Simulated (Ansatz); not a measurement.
## How settings move the results for TaN

```
CELL_PARAMETERS angstrom
2.93800 0.00000 0.00000
-1.46900 2.54438 0.00000
0.00000 0.00000 2.88300
ATOMIC_POSITIONS crystal
Ta 0.33333 0.66667 0.50000
N 0.00000 0.00000 0.00000
```

Atom numbers follow the list: Ta1, N2.

The cell is COD entry 1538016, as deposited and not checked against the literature; nothing was relaxed.

Spin–orbit coupling is left out, though it moves levels of the heavy atoms by tenths of an eV or more.

Computed with Ansatz 0.2.0, DFT, PBE, all-electron LAPW, scalar-relativistic.

The runs use a Γ-centred 12×12×10 k mesh, Fermi–Dirac smearing of 0.02 eV, basis error target 0.5 meV/atom, no spin polarisation. One setting is then changed at a time.

| filling | energy at zero smearing less the base's (meV/atom) | P (GPa) | cutoff chosen (eV) |
| --- | --- | --- | --- |
| Fermi–Dirac 0.02 eV (base) | 0.0 | 4.85 | 378 |
| tetrahedron | 0.3 | – | 378 |
| Gaussian 0.2 eV | 0.0 | 4.85 | 378 |
| Fermi–Dirac 0.01 eV | 0.0 | 4.85 | 378 |
| Fermi–Dirac 0.15 eV | 0.6 | 4.85 | 378 |
| Fermi–Dirac 0.28 eV | 5.3 | 4.97 | 378 |
